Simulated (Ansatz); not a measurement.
**RbCl: a single-point run**

Aim: a sound single-point run of RbCl. The structure is shown as the input types it.

Computed with Ansatz 0.2.0 (density functional or hybrid calculation with the settings of its input, plane waves (as first typed), unless a step's input says otherwise).

2 further runs of the same task are left out: 2 that didn't finish.

**1. The starting structure**

The structure is cubic, space group Fm-3m (No. 225). The conventional cell has a = 6.612 Å, b = 6.612 Å, c = 6.612 Å, α = 90.00°, β = 90.00°, γ = 90.00°. Rb (site symmetry m-3m) is surrounded by 6 Cl at 3.31 Å. Cl (site symmetry m-3m) is surrounded by 6 Rb at 3.31 Å.

As a file:

```cif
data_structure
_symmetry_space_group_name_H-M 'Fm-3m'
_symmetry_Int_Tables_number 225
_cell_length_a 6.6116
_cell_length_b 6.6116
_cell_length_c 6.6116
_cell_angle_alpha 90.000
_cell_angle_beta 90.000
_cell_angle_gamma 90.000
_cell_volume 289.02
loop_
_atom_site_label
_atom_site_type_symbol
_atom_site_symmetry_multiplicity
_atom_site_Wyckoff_symbol
_atom_site_fract_x
_atom_site_fract_y
_atom_site_fract_z
_atom_site_occupancy
Rb1 Rb 4 a 0.00000 0.00000 0.00000 1
Cl1 Cl 4 b 0.50000 0.00000 0.00000 1
```

**2. The calculation**

File input.yaml:

```yaml
crystal:
  lattice:
    - [0.0, 3.3058128186, 3.3058128186]
    - [3.3058128186, 0.0, 3.3058128186]
    - [3.3058128186, 3.3058128186, 0.0]
  atoms:
    - { symbol: Rb, position: [0.0, 0.0, 0.0] }
    - { symbol: Cl, position: [0.5, 0.5, 0.5] }
kpoints:
  mp_grid: { grid: [4, 4, 4] }
hamiltonian:
  xc: pbe
scf:
  occupations: { method: gaussian, width: 1.5 }
  n_extra_bands: 4
output:
  forces: true
  stress: true
  eigenvalues: true
```

Started as:

```console
> ansatz run input.yaml --threads 4 --pin off --max-ram 3686MiB --backend cpu --events-out ev --progress --plain --runs-dir out
```

What happens when this is run?

The run converged and reported no error. Convergence says nothing about whether the input makes sense.

In the input, scf.occupations.method is gaussian; scf.occupations.width is 1.5. The width is far wider than usual, so occupations near the Fermi level are blurred and the entropy term grows.

Run again and compare: delete scf.occupations.width (the default then holds) and set scf.occupations.method to fixed.
